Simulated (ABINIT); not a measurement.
# InPd in ABINIT: convergence with smearing width

InPd:

```
In Pd
1.0
     3.27188    0.00000    0.00000
     0.00000    3.27188    0.00000
     0.00000    0.00000    3.27188
In Pd
1 1
Cartesian
  0.0000 0.0000 0.0000
  1.6359 1.6359 1.6359
```

The cell comes from a database or a generator and needn't be the stable form of this composition.

```yaml
Program: ABINIT 10.8.3 (patched build)
Task: single point
Functional: PBE
Potentials_or_basis: PseudoDojo NC SR PBE v0.5 standard
Cutoff: 1116 eV
k_mesh: 8 × 8 × 8
Occupations: cold (ABINIT), width 0.272 eV
Spin: no spin polarisation
```

These are the settings of the first run; the series varies smearing width, with any setting tied to it.

Hardware: 1 thread of Arm Neoverse V2 (shared host).

```csv
smearing width,energy less the tightest run (meV/atom),pressure (GPa),SCF cycles,CPU time (s),peak memory (GiB)
0.272 eV,-2.15,3.64,11,52,0.09
0.2 eV,-1.84,3.64,11,49,0.09
0.136 eV,-1.23,3.64,11,48,0.09
0.1 eV,-0.85,3.64,11,47,0.09
0.05 eV,-0.29,3.67,11,47,0.09
0.025 eV,-0.02,3.73,11,47,0.09
0.01 eV,0.00,3.79,11,47,0.09
```

Against the tightest run, the energy stays within 1 meV/atom from 0.1 eV on; the pressure stays within 0.1 GPa from 0.025 eV on. Narrower smearing needs a denser k mesh, so at a fixed mesh the narrowest width isn't the most accurate. The tightest run that finished is the yardstick and may itself not be fully converged.
